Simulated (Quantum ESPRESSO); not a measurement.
# MgSe (Fm-3m) in Quantum ESPRESSO: equation of state

How stiff is MgSe in PBE, and what volume does it want? The cell is scaled to several volumes.

Program: Quantum ESPRESSO 7.5. These are calculated values, not measurements. Logs are shortened: lines on timing, memory, paths and dates and some standing lists are left out, and cuts for length are marked.

### 1 Starting point

Symmetry: Fm-3m, No. 225, cubic system. The conventional cell has a = 5.451 Å, b = 5.451 Å, c = 5.451 Å, α = 90.00°, β = 90.00°, γ = 90.00°. Se (site symmetry m-3m) is surrounded by 6 Mg at 2.73 Å. Mg (site symmetry m-3m) is surrounded by 6 Se at 2.73 Å.

### 2 Single point, PBE, 19.03 Å³/atom

File pw.in:

```
&CONTROL
  calculation = 'scf'
  prefix = 'pwscf'
  outdir = './tmp'
  pseudo_dir = './pseudo'
  tprnfor = .true.
  tstress = .true.
  disk_io = 'nowf'
/
&SYSTEM
  ibrav = 0
  nat = 2
  ntyp = 2
  ecutwfc = 55
  ecutrho = 440
  nbnd = 9
  occupations = 'smearing'
  smearing = 'fd'
  degauss = 0.00367493
/
&ELECTRONS
  conv_thr = 4d-10
  electron_maxstep = 120
  mixing_beta = 0.5
/
ATOMIC_SPECIES
Se    78.9710 Se_pbe_v1.uspp.F.UPF
Mg    24.3050 Mg.pbe-n-kjpaw_psl.0.3.0.UPF
CELL_PARAMETERS angstrom
   0.0000000000    2.6698619393    2.6698619393
   2.6698619393    0.0000000000    2.6698619393
   2.6698619393    2.6698619393    0.0000000000
ATOMIC_POSITIONS crystal
Se     0.5000000000    0.5000000000    0.5000000000
Mg     0.0000000000    0.0000000000    0.0000000000
K_POINTS automatic
8 8 8 0 0 0
```

Potentials or basis: SSSP 1.3 efficiency PBE.

The run is started by

```
$ OMP_NUM_THREADS=1 pw.x -in pw.in > pw.out
```

pw.out:

```text
This program is part of the open-source Quantum ESPRESSO suite
     for quantum simulation of materials; please cite
         "P. Giannozzi et al., J. Phys.:Condens. Matter 21 395502 (2009);
         "P. Giannozzi et al., J. Phys.:Condens. Matter 29 465901 (2017);
         "P. Giannozzi et al., J. Chem. Phys. 152 154105 (2020);
     in publications or presentations arising from this work. More details at

     file Mg.pbe-n-kjpaw_psl.0.3.0.UPF: wavefunction(s)  3S renormalized
     Message from routine setup:
     using ibrav=0 with symmetry is DISCOURAGED, use correct ibrav instead

     G-vector sticks info
     --------------------
     sticks:   dense  smooth     PW     G-vecs:    dense   smooth      PW
     Sum        1531     769    241                39957    14163    2421

     Using Slab Decomposition

     bravais-lattice index     =            0
     lattice parameter (alat)  =       7.1351  a.u.
     unit-cell volume          =     256.8579 (a.u.)^3
     number of atoms/cell      =            2
     number of atomic types    =            2
     number of electrons       =         8.00
     number of Kohn-Sham states=            9
     kinetic-energy cutoff     =      55.0000  Ry
     charge density cutoff     =     440.0000  Ry
     scf convergence threshold =      4.0E-10
     mixing beta               =       0.5000
     number of iterations used =            8  plain     mixing
     Exchange-correlation= SLA  PW   PBX  PBC
                           (   1   4   3   4   0   0   0)

     celldm(1)=   7.135143  celldm(2)=   0.000000  celldm(3)=   0.000000
     celldm(4)=   0.000000  celldm(5)=   0.000000  celldm(6)=   0.000000

     crystal axes: (cart. coord. in units of alat)
               a(1) = (   0.000000   0.707107   0.707107 )
               a(2) = (   0.707107   0.000000   0.707107 )
               a(3) = (   0.707107   0.707107   0.000000 )

     reciprocal axes: (cart. coord. in units 2 pi/alat)
               b(1) = ( -0.707107  0.707107  0.707107 )
               b(2) = (  0.707107 -0.707107  0.707107 )
               b(3) = (  0.707107  0.707107 -0.707107 )

     PseudoPot. # 1 for Se read from file:
     Se_pbe_v1.uspp.F.UPF
     Pseudo is Ultrasoft + core correction, Zval =  6.0
     Generated by new atomic code, or converted to UPF format
     Using radial grid of  877 points,  6 beta functions with:
                l(1) =   0
                l(2) =   0
                l(3) =   1
                l(4) =   1
                l(5) =   2
                l(6) =   2
     Q(r) pseudized with  8 coefficients,  rinner =    1.300   1.300   1.300
                                                       1.300   1.300

     PseudoPot. # 2 for Mg read from file:
     Mg.pbe-n-kjpaw_psl.0.3.0.UPF
     Pseudo is Projector augmented-wave + core cor, Zval =  2.0
     Generated using "atomic" code by A. Dal Corso  v.5.0.99 svn rev. 10869
     Shape of augmentation charge: PSQ
     Using radial grid of 1129 points,  4 beta functions with:
                l(1) =   0
                l(2) =   0
                l(3) =   1
                l(4) =   1
     Q(r) pseudized with 0 coefficients

     atomic species   valence    mass     pseudopotential
     Se                6.00    78.97100     Se( 1.00)
     Mg                2.00    24.30500     Mg( 1.00)

     48 Sym. Ops., with inversion, found

   Cartesian axes

     site n.     atom                  positions (alat units)
         1        Se     tau(   1) = (   0.7071068   0.7071068   0.7071068  )
         2        Mg     tau(   2) = (   0.0000000   0.0000000   0.0000000  )

     number of k points=    29  Fermi-Dirac smearing, width (Ry)=  0.0037
                       cart. coord. in units 2pi/alat
        k(    1) = (   0.0000000   0.0000000   0.0000000), wk =   0.0039062
        k(    2) = (   0.0883883   0.0883883  -0.0883883), wk =   0.0312500
        k(    3) = (   0.1767767   0.1767767  -0.1767767), wk =   0.0312500
        k(    4) = (   0.2651650   0.2651650  -0.2651650), wk =   0.0312500
        k(    5) = (  -0.3535534  -0.3535534   0.3535534), wk =   0.0156250
        k(    6) = (   0.1767767   0.0000000   0.0000000), wk =   0.0234375
        k(    7) = (   0.2651650   0.0883883  -0.0883883), wk =   0.0937500
        k(    8) = (   0.3535534   0.1767767  -0.1767767), wk =   0.0937500
        k(    9) = (  -0.2651650  -0.4419417   0.4419417), wk =   0.0937500
        k(   10) = (  -0.1767767  -0.3535534   0.3535534), wk =   0.0937500
        k(   11) = (  -0.0883883  -0.2651650   0.2651650), wk =   0.0937500
        k(   12) = (   0.0000000  -0.1767767   0.1767767), wk =   0.0468750
        k(   13) = (   0.3535534   0.0000000   0.0000000), wk =   0.0234375
        k(   14) = (   0.4419417   0.0883883  -0.0883883), wk =   0.0937500
        k(   15) = (  -0.1767767  -0.5303301   0.5303301), wk =   0.0937500
        k(   16) = (  -0.0883883  -0.4419417   0.4419417), wk =   0.0937500
        k(   17) = (   0.0000000  -0.3535534   0.3535534), wk =   0.0468750
        k(   18) = (   0.5303301  -0.0000000   0.0000000), wk =   0.0234375
        k(   19) = (  -0.0883883  -0.6187184   0.6187184), wk =   0.0937500
        k(   20) = (   0.0000000  -0.5303301   0.5303301), wk =   0.0468750
        k(   21) = (  -0.7071068   0.0000000   0.0000000), wk =   0.0117188
        k(   22) = (   0.3535534   0.1767767   0.0000000), wk =   0.0937500
        k(   23) = (  -0.2651650  -0.4419417   0.6187184), wk =   0.1875000
        k(   24) = (  -0.1767767  -0.3535534   0.5303301), wk =   0.0937500
        k(   25) = (  -0.1767767  -0.5303301   0.7071068), wk =   0.0937500
        k(   26) = (  -0.0883883  -0.4419417   0.6187184), wk =   0.1875000
        k(   27) = (   0.0000000  -0.3535534   0.5303301), wk =   0.0937500
        k(   28) = (  -0.7071068   0.1767767  -0.0000000), wk =   0.0468750
        k(   29) = (  -0.7071068   0.3535534   0.0000000), wk =   0.0234375

     Dense  grid:    39957 G-vectors     FFT dimensions: (  48,  48,  48)

     Smooth grid:    14163 G-vectors     FFT dimensions: (  36,  36,  36)

     Initial potential from superposition of free atoms

     starting charge       7.9990, renormalised to       8.0000
     Starting wfcs are    8 randomized atomic wfcs +    1 random wfcs

     Self-consistent Calculation

     iteration #  1     ecut=    55.00 Ry     beta= 0.50
     Davidson diagonalization with overlap
     ethr =  1.00E-02,  avg # of iterations =  6.0

     Threshold (ethr) on eigenvalues was too large:
     Diagonalizing with lowered threshold

     Davidson diagonalization with overlap
     ethr =  7.50E-04,  avg # of iterations =  1.3

     total energy              =     -77.38756938 Ry
     estimated scf accuracy    <       0.05989315 Ry

     iteration #  2     ecut=    55.00 Ry     beta= 0.50
     Davidson diagonalization with overlap
     ethr =  7.49E-04,  avg # of iterations =  1.2

     total energy              =     -77.39604280 Ry
     estimated scf accuracy    <       0.00297852 Ry

     iteration #  3     ecut=    55.00 Ry     beta= 0.50
     Davidson diagonalization with overlap
     ethr =  3.72E-05,  avg # of iterations =  3.1

     total energy              =     -77.39636166 Ry
     estimated scf accuracy    <       0.00051506 Ry

     iteration #  4     ecut=    55.00 Ry     beta= 0.50
     Davidson diagonalization with overlap
     ethr =  6.44E-06,  avg # of iterations =  4.1

     total energy              =     -77.39654288 Ry
     estimated scf accuracy    <       0.00000332 Ry

     iteration #  5     ecut=    55.00 Ry     beta= 0.50
     Davidson diagonalization with overlap
     ethr =  4.15E-08,  avg # of iterations =  7.3

     total energy              =     -77.39656795 Ry
     estimated scf accuracy    <       0.00000029 Ry

     iteration #  6     ecut=    55.00 Ry     beta= 0.50
     Davidson diagonalization with overlap
     ethr =  3.57E-09,  avg # of iterations =  3.4

     total energy              =     -77.39656807 Ry
     estimated scf accuracy    <          8.6E-09 Ry

     iteration #  7     ecut=    55.00 Ry     beta= 0.50
     Davidson diagonalization with overlap
     ethr =  1.07E-10,  avg # of iterations =  4.9

     total energy              =     -77.39656809 Ry
     estimated scf accuracy    <          7.2E-10 Ry

     iteration #  8     ecut=    55.00 Ry     beta= 0.50
     Davidson diagonalization with overlap
     ethr =  9.06E-12,  avg # of iterations =  3.0

     End of self-consistent calculation

          k = 0.0000 0.0000 0.0000 (  1807 PWs)   bands (ev):

    -7.4552   5.8625   5.8625   5.8625   8.8897  13.2596  13.2596  13.2596
    15.9720

          k = 0.0884 0.0884-0.0884 (  1790 PWs)   bands (ev):

    -7.3065   4.5985   5.7472   5.7472   9.8240  12.9950  13.5201  13.5201
    14.9844

          k = 0.1768 0.1768-0.1768 (  1787 PWs)   bands (ev):

    -6.9045   2.6731   5.4999   5.4999  10.1872  13.0201  13.0201  13.9837
    15.5805

          k = 0.2652 0.2652-0.2652 (  1769 PWs)   bands (ev):

    -6.4148   1.1537   5.2859   5.2859   9.8967  12.2940  12.2940  15.0749
    16.4911

          k =-0.3536-0.3536 0.3536 (  1772 PWs)   bands (ev):

    -6.1723   0.5544   5.2049   5.2049   9.7622  12.0330  12.0330  14.9258
    17.7780

          k = 0.1768 0.0000 0.0000 (  1788 PWs)   bands (ev):

    -7.2576   4.6508   5.4697   5.4697  10.2670  12.2187  13.6016  14.0275
    14.0275

          k = 0.2652 0.0884-0.0884 (  1781 PWs)   bands (ev):

    -6.9409   3.2053   5.1400   5.2089  10.8369  12.1459  12.5317  14.1792
    15.2747

          k = 0.3536 0.1768-0.1768 (  1774 PWs)   bands (ev):

    -6.4736   1.6771   4.8060   4.9437  10.5250  11.7908  13.3257  13.8015
    16.5414

          k =-0.2652-0.4419 0.4419 (  1762 PWs)   bands (ev):

    -6.1274   0.8017   4.4434   4.9596  10.4027  11.5107  12.6707  15.8520
    16.5029

          k =-0.1768-0.3536 0.3536 (  1770 PWs)   bands (ev):

    -6.2081   0.9938   4.2952   5.1779  10.6093  11.6664  12.4651  15.7026
    16.9353

          k =-0.0884-0.2652 0.2652 (  1775 PWs)   bands (ev):

    -6.6351   2.1334   4.4535   5.5058  10.9702  12.3406  12.7701  13.7583
    15.1774

          k = 0.0000-0.1768 0.1768 (  1769 PWs)   bands (ev):

    -7.0731   3.6049   5.0103   5.7611  10.7472  12.6023  13.4105  13.5884
    13.8955

          k = 0.3536 0.0000 0.0000 (  1748 PWs)   bands (ev):

    -6.7305   2.9754   4.7191   4.7191  10.1147  10.8394  13.7101  15.7183
    15.7183

          k = 0.4419 0.0884-0.0884 (  1761 PWs)   bands (ev):

    -6.3529   2.0681   4.1470   4.4639   9.5299  10.9826  14.1518  15.2580
    17.2686

          k =-0.1768-0.5303 0.5303 (  1770 PWs)   bands (ev):

    -6.0069   1.3805   3.3425   4.4672   9.4666  12.2734  14.2620  14.3050
    18.0129

          k =-0.0884-0.4419 0.4419 (  1771 PWs)   bands (ev):

    -5.9552   1.3329   2.8683   4.7283   9.8859  13.0500  13.6090  15.1164
    16.9910

          k = 0.0000-0.3536 0.3536 (  1780 PWs)   bands (ev):

    -6.2428   1.7313   3.2060   5.1516  10.7440  13.1225  13.1277  13.5736
    15.7962

          k = 0.5303-0.0000 0.0000 (  1744 PWs)   bands (ev):

    -6.1040   1.7300   4.1305   4.1305   8.4094   9.9411  16.4147  17.5132
    17.5132

          k =-0.0884-0.6187 0.6187 (  1760 PWs)   bands (ev):

    -5.8662   1.4560   3.3833   4.0655   8.4013  10.4098  16.4637  16.5847
    18.3866

          k = 0.0000-0.5303 0.5303 (  1752 PWs)   bands (ev):

    -5.8035   1.7651   2.2610   4.2879   8.9683  12.2186  15.0816  16.0697
    16.7716

          k =-0.7071 0.0000 0.0000 (  1756 PWs)   bands (ev):

    -5.8009   1.2462   3.9173   3.9173   7.7596   9.6356  18.2267  18.6144
    18.6144

          k = 0.3536 0.1768 0.0000 (  1779 PWs)   bands (ev):

    -6.5893   2.4025   4.1659   5.0796  10.9602  11.8567  12.3749  14.5917
    15.5882

          k =-0.2652-0.4419 0.6187 (  1774 PWs)   bands (ev):

    -6.1750   1.5110   3.5796   4.7111  10.7805  11.7060  13.2191  14.4831
    17.1398

          k =-0.1768-0.3536 0.5303 (  1762 PWs)   bands (ev):

    -5.9772   1.0989   3.4297   4.5214  10.7419  11.4073  13.8427  15.2429
    17.1900

          k =-0.1768-0.5303 0.7071 (  1771 PWs)   bands (ev):

    -6.0358   1.6937   3.5223   4.0021   9.4509  11.1034  14.0244  16.4496
    17.6554

          k =-0.0884-0.4419 0.6187 (  1762 PWs)   bands (ev):

    -5.8323   1.6719   2.6664   3.8253   9.8956  12.4068  13.5602  15.4557
    17.7677

          k = 0.0000-0.3536 0.5303 (  1773 PWs)   bands (ev):

    -5.8972   1.7245   2.5010   4.1678  10.4687  12.4613  13.6719  14.8456
    17.5029

          k =-0.7071 0.1768-0.0000 (  1762 PWs)   bands (ev):

    -5.7797   1.5070   3.2918   3.4625   8.9241  10.8336  15.3993  16.6183
    18.8478

          k =-0.7071 0.3536 0.0000 (  1768 PWs)   bands (ev):

    -5.7581   2.2520   2.2520   3.1139  10.6390  13.0665  13.5269  13.5269
    19.5420

     the Fermi energy is     6.8090 ev

!    total energy              =     -77.39656809 Ry
     estimated scf accuracy    <          1.1E-11 Ry
     smearing contrib. (-TS)   =      -0.00000000 Ry
     internal energy E=F+TS    =     -77.39656809 Ry

     The total energy is F=E-TS. E is the sum of the following terms:
     one-electron contribution =       3.90566384 Ry
     hartree contribution      =       2.26888355 Ry
     xc contribution           =     -31.52531834 Ry
     ewald contribution        =     -20.76662893 Ry
     one-center paw contrib.   =     -31.27916821 Ry

     convergence has been achieved in   8 iterations

     Forces acting on atoms (cartesian axes, Ry/au):

     atom    1 type  1   force =     0.00000000    0.00000000   -0.00000000
     atom    2 type  2   force =     0.00000000   -0.00000000    0.00000000

     Total force =     0.000000     Total SCF correction =     0.000000

     Computing stress (Cartesian axis) and pressure

          total   stress  (Ry/bohr**3)                   (kbar)     P=       66.78
   0.00045396   0.00000000  -0.00000000           66.78        0.00       -0.00
   0.00000000   0.00045396   0.00000000            0.00       66.78        0.00
   0.00000000   0.00000000   0.00045396            0.00        0.00       66.78

=------------------------------------------------------------------------------=
   JOB DONE.
=------------------------------------------------------------------------------=
```

Wall time 11 s (1 thread of Arm Neoverse V2, shared host); peak memory 0.19 GiB.

What came out:

- Free energy: -1053.0340 eV
- Pressure: 6.7 GPa
- Band gap on the k mesh: 1.90 eV, indirect (least direct gap 3.03 eV)

### 3 Single point, PBE, 19.44 Å³/atom

pw.in: that of step 2 with these lines changed.

```diff
@@ -29,5 +29,5 @@
 CELL_PARAMETERS angstrom
-   0.0000000000    2.6698619393    2.6698619393
-   2.6698619393    0.0000000000    2.6698619393
-   2.6698619393    2.6698619393    0.0000000000
+   0.0000000000    2.6886644034    2.6886644034
+   2.6886644034    0.0000000000    2.6886644034
+   2.6886644034    2.6886644034    0.0000000000
 ATOMIC_POSITIONS crystal
```

Potentials or basis: SSSP 1.3 efficiency PBE.

The run is started by

```
$ OMP_NUM_THREADS=1 pw.x -in pw.in > pw.out
```

Wall time 11 s (1 thread of Arm Neoverse V2, shared host); peak memory 0.19 GiB.

The run converged. Its results:

```yaml
Free_energy: -1053.0632 eV
Pressure: 4.9 GPa
Band_gap_on_the_k_mesh: 1.86 eV, indirect (least direct gap 2.87 eV)
```

### 4 Single point, PBE, 19.84 Å³/atom

pw.in: that of step 3 with these lines changed.

```diff
@@ -29,5 +29,5 @@
 CELL_PARAMETERS angstrom
-   0.0000000000    2.6886644034    2.6886644034
-   2.6886644034    0.0000000000    2.6886644034
-   2.6886644034    2.6886644034    0.0000000000
+   0.0000000000    2.7072075025    2.7072075025
+   2.7072075025    0.0000000000    2.7072075025
+   2.7072075025    2.7072075025    0.0000000000
 ATOMIC_POSITIONS crystal
```

The run is started by

```
$ OMP_NUM_THREADS=1 pw.x -in pw.in > pw.out
```

It took 11 s on 1 thread of Arm Neoverse V2, shared host; peak memory 0.19 GiB.

Results (log left out):

```
Free energy            : -1053.0839 eV
Pressure               : 3.3 GPa
Band gap on the k mesh : 1.83 eV, indirect (least direct gap 2.73 eV)
```

### 5 Single point, PBE, 20.25 Å³/atom

pw.in: that of step 4 with these lines changed.

```diff
@@ -29,5 +29,5 @@
 CELL_PARAMETERS angstrom
-   0.0000000000    2.7072075025    2.7072075025
-   2.7072075025    0.0000000000    2.7072075025
-   2.7072075025    2.7072075025    0.0000000000
+   0.0000000000    2.7255000000    2.7255000000
+   2.7255000000    0.0000000000    2.7255000000
+   2.7255000000    2.7255000000    0.0000000000
 ATOMIC_POSITIONS crystal
```

The run is started by

```
$ OMP_NUM_THREADS=1 pw.x -in pw.in > pw.out
```

Wall time 11 s (1 thread of Arm Neoverse V2, shared host); peak memory 0.2 GiB.

It converged, with:

```
Free energy            : -1053.0969 eV
Pressure               : 1.8 GPa
Band gap on the k mesh : 1.79 eV, indirect (least direct gap 2.59 eV)
```

### 6 Single point, PBE, 20.65 Å³/atom

pw.in: that of step 5 with these lines changed.

```diff
@@ -29,5 +29,5 @@
 CELL_PARAMETERS angstrom
-   0.0000000000    2.7255000000    2.7255000000
-   2.7255000000    0.0000000000    2.7255000000
-   2.7255000000    2.7255000000    0.0000000000
+   0.0000000000    2.7435501949    2.7435501949
+   2.7435501949    0.0000000000    2.7435501949
+   2.7435501949    2.7435501949    0.0000000000
 ATOMIC_POSITIONS crystal
```

Potentials or basis: SSSP 1.3 efficiency PBE.

The run is started by

```
$ OMP_NUM_THREADS=1 pw.x -in pw.in > pw.out
```

Run time: 12 s. Hardware: 1 thread of Arm Neoverse V2, shared host; peak memory 0.2 GiB.

The run converged. Its results:

```
Free energy            : -1053.1029 eV
Pressure               : 0.5 GPa
Band gap on the k mesh : 1.76 eV, indirect (least direct gap 2.46 eV)
```

### 7 Single point, PBE, 21.06 Å³/atom

pw.in: that of step 6 with these lines changed.

```diff
@@ -29,5 +29,5 @@
 CELL_PARAMETERS angstrom
-   0.0000000000    2.7435501949    2.7435501949
-   2.7435501949    0.0000000000    2.7435501949
-   2.7435501949    2.7435501949    0.0000000000
+   0.0000000000    2.7613659551    2.7613659551
+   2.7613659551    0.0000000000    2.7613659551
+   2.7613659551    2.7613659551    0.0000000000
 ATOMIC_POSITIONS crystal
```

The run is started by

```
$ OMP_NUM_THREADS=1 pw.x -in pw.in > pw.out
```

Wall time 12 s (1 thread of Arm Neoverse V2, shared host); peak memory 0.2 GiB.

The run converged. Its results:

```
Free energy            : -1053.1026 eV
Pressure               : -0.6 GPa
Band gap on the k mesh : 1.73 eV, indirect (least direct gap 2.34 eV)
```

### 8 Single point, PBE, 21.46 Å³/atom

pw.in: that of step 7 with these lines changed.

```diff
@@ -29,5 +29,5 @@
 CELL_PARAMETERS angstrom
-   0.0000000000    2.7613659551    2.7613659551
-   2.7613659551    0.0000000000    2.7613659551
-   2.7613659551    2.7613659551    0.0000000000
+   0.0000000000    2.7789547475    2.7789547475
+   2.7789547475    0.0000000000    2.7789547475
+   2.7789547475    2.7789547475    0.0000000000
 ATOMIC_POSITIONS crystal
```

The run is started by

```
$ OMP_NUM_THREADS=1 pw.x -in pw.in > pw.out
```

It took 12 s on 1 thread of Arm Neoverse V2, shared host; peak memory 0.21 GiB.

Results (log left out):

- Free energy: -1053.0966 eV
- Pressure: -1.7 GPa
- Band gap on the k mesh: 1.70 eV, indirect (least direct gap 2.22 eV)

### 9 Equation of state, PBE

Potentials or basis: SSSP 1.3 efficiency PBE.

This step only gathers the single runs of the series.

What came out:

* Equilibrium volume: 20.83 Å³/atom
* Bulk modulus: 61 GPa
* Pressure derivative of the bulk modulus: 4.2

Energy against volume, from the lowest point:
```
volume (Å³/atom)  energy (meV/atom)
          19.031              34.47
          19.436              19.85
          19.841               9.50
          20.246               3.01
          20.651               0.00
          21.056               0.14
          21.461               3.13
```
